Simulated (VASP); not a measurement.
Al, 1 atom in the cell. It takes space group Fm-3m (No. 225, cubic). Conventional cell: a = 4.050 Å, b = 4.050 Å, c = 4.050 Å, α = 90.00°, β = 90.00°, γ = 90.00°. Around Al (site symmetry m-3m) lie 12 Al at 2.86 Å. 

| Quantity | Value |
| --- | --- |
| Program | VASP 6.6.1 |
| Task | relaxation of cell and atoms |
| Functional | RPBE |
| Dispersion | D3 |
| Potentials or basis | VASP PAW PBE potentials, release 64 (Al) |
| Cutoff | 600 eV |
| k mesh | 11 × 11 × 11 |
| Occupations | fermi-dirac, width 0.05 eV |
| Spin | no spin polarisation |
| Further INCAR settings | ALGO = Fast; EDIFF = 1e-06; IBRION = 2; EDIFFG = -0.01; NSW = 40; ISIF = 3 |

Potentials or basis: VASP PAW PBE potentials, release 64 (Al).

Run with:

```console
$ cat potpaw_PBE.64/Al/POTCAR > POTCAR
$ mpirun -np 1 vasp_std > vasp.out
```

Hardware: 1 thread of AMD EPYC 7R43 64-Core Processor (Zen 3) (shared host).

**Question.** How long does it take, and how much memory?

**Answer.** Run time: 15 s on 1 thread of AMD EPYC 7R43 64-Core Processor (Zen 3) (shared host), peak memory 0.1 GiB. Counts: scf iterations 19, k points 56, ion steps 3.
